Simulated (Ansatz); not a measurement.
**Stress against strain in AgCl**

```
CELL_PARAMETERS angstrom
3.43397 0.00000 0.00000
0.00000 3.43397 0.00000
0.00000 0.00000 3.43397
ATOMIC_POSITIONS crystal
Ag 0.00000 0.00000 0.00000
Cl 0.50000 0.50000 0.50000
```

Atoms are numbered in the order listed.

Structure from Materials Project entry mp-726265 (possibly hypothetical), not relaxed further.

These are results of Ansatz 0.2.0, DFT, PBE, all-electron LAPW, scalar-relativistic, not measurements.

The runs use a Γ-centred 9×9×9 k mesh, Fermi–Dirac smearing of 0.01 eV, basis error target 1 meV/atom, no spin polarisation.

The strain is applied along the Cartesian axes of the cell as listed (the other components stay zero). Fractional coordinates are held (clamped ions).

σ is the change of stress from the unstrained cell, which is at -0.12 GPa; tension is positive, so slopes are stress–strain coefficients at that pressure.

Only quantities that a quadratic follows smoothly over the whole series are listed; rougher ones are left out.

| εxx = εyy | σzz (GPa) | σxx (GPa) |
| --- | --- | --- |
| -0.0300 | -2.31 | -3.87 |
| -0.0200 | -1.43 | -2.44 |
| -0.0100 | -0.66 | -1.15 |
| 0.0000 | 0.00 | 0.00 |
| 0.0200 | 1.05 | 1.96 |
| 0.0300 | 1.45 | 2.79 |

Fit the series and read off the stiffness at zero strain.

Least-squares fits y = p0 + p1 x + p2 x² to the rows give σzz (GPa): p1 = 62.4, p2 = -480; σxx (GPa): p1 = 111, p2 = -610. So 2 C12 = 62 GPa and C11 + C12 = 111 GPa.

One run, at εxx = εyy = 0.0100, is withheld. Predict its row.

The fits give 0.58, 1.05; the run gave 0.57, 1.03.
